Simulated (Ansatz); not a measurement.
## Molecular dynamics of TiO$_{2}$

input.yaml

```yaml
crystal:
  lattice:
    - [-4.558243, 4.558243, 1.977572]
    - [4.558243, -4.558243, 1.977572]
    - [4.558243, 4.558243, -1.977572]
  atoms:
    - { symbol: Ti, position: [0.2922817, 0.0028553, 0.295137] }
    - { symbol: Ti, position: [0.0028553, 0.7077183, 0.7105735] }
    - { symbol: Ti, position: [0.9971448, 0.2922817, 0.2894265] }
    - { symbol: Ti, position: [0.7077183, 0.9971448, 0.7048631] }
    - { symbol: O, position: [0.4988638, 0.1507847, 0.6496485] }
    - { symbol: O, position: [0.161662, 0.8403974, 0.0020594] }
    - { symbol: O, position: [0.1507847, 0.5011362, 0.6519209] }
    - { symbol: O, position: [0.1596026, 0.161662, 0.3212646] }
    - { symbol: O, position: [0.8403974, 0.838338, 0.6787354] }
    - { symbol: O, position: [0.8492153, 0.4988638, 0.3480791] }
    - { symbol: O, position: [0.838338, 0.1596026, 0.9979406] }
    - { symbol: O, position: [0.5011362, 0.8492153, 0.3503515] }
basis:
  ecutwfc: 420.0
kpoints:
  mp_grid: { grid: [3, 3, 2] }
hamiltonian:
  xc: pbe
  pseudopotentials: { kind: paw, azcp: { folder: soft_1 } }
scf:
  occupations: { method: fermi_dirac, width: 0.24 }
  lower_state_search: "off"
md:
  timestep: 0.75
  n_steps: 110
  ensemble: nvt_langevin
  temperature: 2800.0
  initial_velocities: maxwell_boltzmann
  seed: 350146
  friction: 0.02
```

Launched with:

```bash
$ ansatz run input.yaml --threads 1 --pin off --max-ram 3072MiB --backend cpu --events-out ev --progress --plain --runs-dir out
```

It starts from an unrelaxed structure (largest force component 1.02 eV/Å).

Output, in part (one step line in 2):

```
md step     0: t =     0.00 fs  T =  2566.7 K  F+E_penalty+E_count = -14553.40664243 eV  E_kin = 3.981208 eV  (15 SCF iters)
md step     2: t =     1.50 fs  T =  2335.9 K  F+E_penalty+E_count = -14553.42253386 eV  E_kin = 3.623290 eV  (11 SCF iters)
md step     4: t =     3.00 fs  T =  2363.1 K  F+E_penalty+E_count = -14553.39252291 eV  E_kin = 3.665435 eV  (11 SCF iters)
md step     6: t =     4.50 fs  T =  2462.5 K  F+E_penalty+E_count = -14553.30149973 eV  E_kin = 3.819691 eV  (8 SCF iters)
md step     8: t =     6.00 fs  T =  2733.0 K  F+E_penalty+E_count = -14553.15140842 eV  E_kin = 4.239259 eV  (8 SCF iters)
md step    10: t =     7.50 fs  T =  2279.2 K  F+E_penalty+E_count = -14552.94135097 eV  E_kin = 3.535276 eV  (11 SCF iters)
md step    12: t =     9.00 fs  T =  1994.8 K  F+E_penalty+E_count = -14552.71540737 eV  E_kin = 3.094125 eV  (8 SCF iters)
md step    14: t =    10.50 fs  T =  1779.6 K  F+E_penalty+E_count = -14552.52084211 eV  E_kin = 2.760436 eV  (8 SCF iters)
md step    16: t =    12.00 fs  T =  1469.7 K  F+E_penalty+E_count = -14552.34680556 eV  E_kin = 2.279679 eV  (7 SCF iters)
md step    18: t =    13.50 fs  T =  1684.6 K  F+E_penalty+E_count = -14552.17199389 eV  E_kin = 2.613051 eV  (8 SCF iters)
md step    20: t =    15.00 fs  T =  1420.4 K  F+E_penalty+E_count = -14551.98970363 eV  E_kin = 2.203221 eV  (11 SCF iters)
md step    22: t =    16.50 fs  T =  1437.9 K  F+E_penalty+E_count = -14551.82579896 eV  E_kin = 2.230282 eV  (8 SCF iters)
md step    24: t =    18.00 fs  T =  1316.9 K  F+E_penalty+E_count = -14551.69172108 eV  E_kin = 2.042632 eV  (8 SCF iters)
md step    26: t =    19.50 fs  T =  1291.7 K  F+E_penalty+E_count = -14551.57781910 eV  E_kin = 2.003617 eV  (8 SCF iters)
md step    28: t =    21.00 fs  T =  1605.4 K  F+E_penalty+E_count = -14551.46241679 eV  E_kin = 2.490120 eV  (8 SCF iters)
md step    30: t =    22.50 fs  T =  1695.0 K  F+E_penalty+E_count = -14551.36454712 eV  E_kin = 2.629112 eV  (11 SCF iters)
md step    32: t =    24.00 fs  T =  1385.5 K  F+E_penalty+E_count = -14551.30569088 eV  E_kin = 2.149143 eV  (8 SCF iters)
md step    34: t =    25.50 fs  T =  1427.6 K  F+E_penalty+E_count = -14551.25199881 eV  E_kin = 2.214415 eV  (8 SCF iters)
md step    36: t =    27.00 fs  T =  1450.4 K  F+E_penalty+E_count = -14551.17352116 eV  E_kin = 2.249778 eV  (8 SCF iters)
md step    38: t =    28.50 fs  T =  1356.6 K  F+E_penalty+E_count = -14551.16103368 eV  E_kin = 2.104180 eV  (8 SCF iters)
md step    40: t =    30.00 fs  T =  1516.5 K  F+E_penalty+E_count = -14551.22892263 eV  E_kin = 2.352298 eV  (10 SCF iters)
md step    42: t =    31.50 fs  T =  1665.1 K  F+E_penalty+E_count = -14551.33632861 eV  E_kin = 2.582738 eV  (8 SCF iters)
md step    44: t =    33.00 fs  T =  1751.5 K  F+E_penalty+E_count = -14551.49992619 eV  E_kin = 2.716736 eV  (8 SCF iters)
md step    46: t =    34.50 fs  T =  1857.2 K  F+E_penalty+E_count = -14551.70069046 eV  E_kin = 2.880738 eV  (8 SCF iters)
md step    48: t =    36.00 fs  T =  2064.9 K  F+E_penalty+E_count = -14551.84580550 eV  E_kin = 3.202882 eV  (7 SCF iters)
md step    50: t =    37.50 fs  T =  2416.1 K  F+E_penalty+E_count = -14551.93815564 eV  E_kin = 3.747594 eV  (11 SCF iters)
md step    52: t =    39.00 fs  T =  2197.9 K  F+E_penalty+E_count = -14551.97637316 eV  E_kin = 3.409263 eV  (7 SCF iters)
md step    54: t =    40.50 fs  T =  2263.6 K  F+E_penalty+E_count = -14551.94563909 eV  E_kin = 3.511094 eV  (8 SCF iters)
md step    56: t =    42.00 fs  T =  2013.9 K  F+E_penalty+E_count = -14551.85896406 eV  E_kin = 3.123876 eV  (8 SCF iters)
md step    58: t =    43.50 fs  T =  1783.0 K  F+E_penalty+E_count = -14551.72762129 eV  E_kin = 2.765592 eV  (8 SCF iters)
md step    60: t =    45.00 fs  T =  1781.4 K  F+E_penalty+E_count = -14551.59196027 eV  E_kin = 2.763137 eV  (10 SCF iters)
md step    62: t =    46.50 fs  T =  1642.6 K  F+E_penalty+E_count = -14551.43540782 eV  E_kin = 2.547846 eV  (8 SCF iters)
md step    64: t =    48.00 fs  T =  1620.7 K  F+E_penalty+E_count = -14551.29618407 eV  E_kin = 2.513870 eV  (8 SCF iters)
md step    66: t =    49.50 fs  T =  1666.5 K  F+E_penalty+E_count = -14551.16369250 eV  E_kin = 2.584974 eV  (8 SCF iters)
md step    68: t =    51.00 fs  T =  1499.0 K  F+E_penalty+E_count = -14551.08365920 eV  E_kin = 2.325169 eV  (9 SCF iters)
md step    70: t =    52.50 fs  T =  1656.1 K  F+E_penalty+E_count = -14551.10766579 eV  E_kin = 2.568831 eV  (10 SCF iters)
md step    72: t =    54.00 fs  T =  1616.4 K  F+E_penalty+E_count = -14551.19704595 eV  E_kin = 2.507293 eV  (8 SCF iters)
md step    74: t =    55.50 fs  T =  1900.3 K  F+E_penalty+E_count = -14551.27195374 eV  E_kin = 2.947596 eV  (8 SCF iters)
md step    76: t =    57.00 fs  T =  1843.6 K  F+E_penalty+E_count = -14551.30983741 eV  E_kin = 2.859599 eV  (8 SCF iters)
md step    78: t =    58.50 fs  T =  1810.0 K  F+E_penalty+E_count = -14551.29510293 eV  E_kin = 2.807465 eV  (8 SCF iters)
md step    80: t =    60.00 fs  T =  1823.2 K  F+E_penalty+E_count = -14551.26023944 eV  E_kin = 2.828033 eV  (11 SCF iters)
md step    82: t =    61.50 fs  T =  1871.8 K  F+E_penalty+E_count = -14551.21298166 eV  E_kin = 2.903385 eV  (7 SCF iters)
md step    84: t =    63.00 fs  T =  1962.4 K  F+E_penalty+E_count = -14551.13218221 eV  E_kin = 3.043875 eV  (8 SCF iters)
md step    86: t =    64.50 fs  T =  1804.3 K  F+E_penalty+E_count = -14551.03281413 eV  E_kin = 2.798701 eV  (8 SCF iters)
md step    88: t =    66.00 fs  T =  1701.2 K  F+E_penalty+E_count = -14550.92058595 eV  E_kin = 2.638835 eV  (7 SCF iters)
md step    90: t =    67.50 fs  T =  2047.9 K  F+E_penalty+E_count = -14550.77817997 eV  E_kin = 3.176478 eV  (11 SCF iters)
md step    92: t =    69.00 fs  T =  1916.3 K  F+E_penalty+E_count = -14550.58590657 eV  E_kin = 2.972376 eV  (8 SCF iters)
md step    94: t =    70.50 fs  T =  1855.4 K  F+E_penalty+E_count = -14550.33365407 eV  E_kin = 2.877900 eV  (8 SCF iters)
md step    96: t =    72.00 fs  T =  1731.6 K  F+E_penalty+E_count = -14550.09477154 eV  E_kin = 2.685986 eV  (8 SCF iters)
md step    98: t =    73.50 fs  T =  1606.6 K  F+E_penalty+E_count = -14549.82738478 eV  E_kin = 2.491984 eV  (8 SCF iters)
md step   100: t =    75.00 fs  T =  1788.1 K  F+E_penalty+E_count = -14549.67567611 eV  E_kin = 2.773584 eV  (11 SCF iters)
md step   102: t =    76.50 fs  T =  1872.1 K  F+E_penalty+E_count = -14549.69103124 eV  E_kin = 2.903861 eV  (9 SCF iters)
md step   104: t =    78.00 fs  T =  1900.3 K  F+E_penalty+E_count = -14549.87249590 eV  E_kin = 2.947615 eV  (8 SCF iters)
md step   106: t =    79.50 fs  T =  2143.9 K  F+E_penalty+E_count = -14550.15996847 eV  E_kin = 3.325510 eV  (8 SCF iters)
md step   108: t =    81.00 fs  T =  2397.2 K  F+E_penalty+E_count = -14550.51823522 eV  E_kin = 3.718281 eV  (8 SCF iters)
md step   110: t =    82.50 fs  T =  2491.6 K  F+E_penalty+E_count = -14550.83845013 eV  E_kin = 3.864781 eV  (11 SCF iters)
```

The run went to its last step. The mean temperature of the second half is 34 % below the set value. A run of 0.083 ps of so small a system gives no equilibrium averages. Limits of this set-up: coarse k mesh.

Mean squared displacements from the first frame to the last, about the centre of mass: Ti 0.13 Å², O 0.16 Å².

Last frame:

```xyz
12
Lattice="-4.5582 4.5582 1.9776 4.5582 -4.5582 1.9776 4.5582 4.5582 -1.9776" Properties=species:S:1:pos:R:3
Ti -0.245 2.366 -0.135
Ti 6.466 -0.316 0.196
Ti -1.906 4.810 1.784
Ti 4.776 1.961 1.967
O 1.714 4.360 0.168
O 3.148 -3.455 2.219
O 4.556 1.369 -0.061
O 1.264 1.303 -0.481
O 3.473 3.086 2.047
O -0.026 3.241 2.298
O 1.741 7.526 0.246
O 3.191 0.453 2.190
```

Run time: 19 min on 1 thread of Arm Neoverse V1, with other jobs on the host, peak memory 0.46 GiB.
